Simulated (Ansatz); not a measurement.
Relaxed BaSnO3 (cubic perovskite):

```yaml
crystal:
  lattice:
    - [4.17621, 0.00000, 0.00000]
    - [0.00000, 4.17621, 0.00000]
    - [0.00000, 0.00000, 4.17621]
  atoms:
    - { symbol: Ba, position: [0.00000, 0.00000, 0.00000] }
    - { symbol: Sn, position: [0.50000, 0.50000, 0.50000] }
    - { symbol: O, position: [0.00000, 0.50000, 0.50000] }
    - { symbol: O, position: [0.50000, 0.50000, 0.00000] }
    - { symbol: O, position: [0.50000, 0.00000, 0.50000] }
```

In each cell atom 5 (O, nearest neighbour Sn at 2.088 Å; its periodic images, 4.2 Å or more away, move with it) moves by s·(0.707, 0.707, 0.000) (along Cartesian [110]), the rest being held.

Level of theory: PBE (plane waves to 420 eV, PAW, scalar-relativistic; Ansatz, an electronic-structure program). k mesh 7×7×7 (Γ-centred), Fermi-Dirac smearing 0.05 eV. E stands for the smeared free energy. BaSnO3 was relaxed with its symmetry unable to fall. The PAW data are Ansatz's earlier set. The zero of ΔE is the undisplaced structure.

```
s (Å)   ΔE (meV/cell)
------  -------------
-0.210          223.8
-0.168          141.8
-0.126           79.1
-0.084           34.9
-0.042            8.7
0.000             0.0
0.042             8.7
0.084            34.9
0.126            79.1
0.168           141.8
0.210           223.8
```

**Question.** What force constant k = d²E/ds² at s = 0 does the table give?

**Answer.** 9.9 eV/Å². It is the second difference of the nearest points, corrected with the next pair.

**Question.** With k = 9.86 eV/Å² from the forces, is the well harmonic out to s = 0.210 Å?

**Answer.** ½ks² = 217.3 meV/cell against the computed 223.8 meV/cell, so the well is close to harmonic there.

(For displaced atoms, the force is minus the slope of the energy, and its curvature is a force constant, which sets phonon frequencies.)
